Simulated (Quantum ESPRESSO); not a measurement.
Crystal: MgO.

```
Mg O
1.0
     0.00000    2.09700    2.09700
     2.09700    0.00000    2.09700
     2.09700    2.09700    0.00000
Mg O
1 1
Direct
  0.00000 0.00000 0.00000
  0.50000 0.50000 0.50000
```

The cell is a database's computed one.

| Property | Result |
| --- | --- |
| Program | Quantum ESPRESSO 7.5 |
| Task | phonons |
| Functional | vdW-DF-cx |
| Potentials or basis | GBRV 1.5 PBE |
| Cutoff | 612 eV |
| Density cutoff | 4898 eV |
| k mesh | 6 × 6 × 6, shifted |
| Occupations | fermi-dirac, width 0.05 eV |
| Spin | no spin polarisation |
| Mixing beta | 0.5 |
| Most SCF iterations | 120 |
| SCF threshold | 4e-10 Ry |

The cell and the atoms were relaxed first, to 9.47 Å³/atom (a = 2.992 Å, b = 2.992 Å, c = 2.992 Å, α = 60.00°, β = 60.00°, γ = 60.00°), and the response was taken there.

The first run showed a gap, so the response started from a second, tighter run with fixed occupations.

Task: What is the highest optical frequency at the zone centre, leaving out the macroscopic field of polar modes?

Result: 387 cm⁻¹, a mode of symmetry T1u (IR). With the field the highest mode lies at 695 cm⁻¹.

Optical modes at Γ, degenerate ones joined, polar ones without the macroscopic field:
```
cm⁻¹  components  symmetry  active in  IR intensity, summed ((D/Å)²/amu)
 387           3       T1u         IR                              28.41
```

Zone-centre frequencies without and with the macroscopic field along z (cm⁻¹):
|  | optical modes in rising order |
| --- | --- |
| without | 387 387 387 |
| with the field | 387 387 695 |

Caveat: the potentials were made for another functional, which shifts forces and pressure; before the sum rule the acoustic modes lie tens of cm⁻¹ from zero, a sign that the density grid also shifts the optical modes.
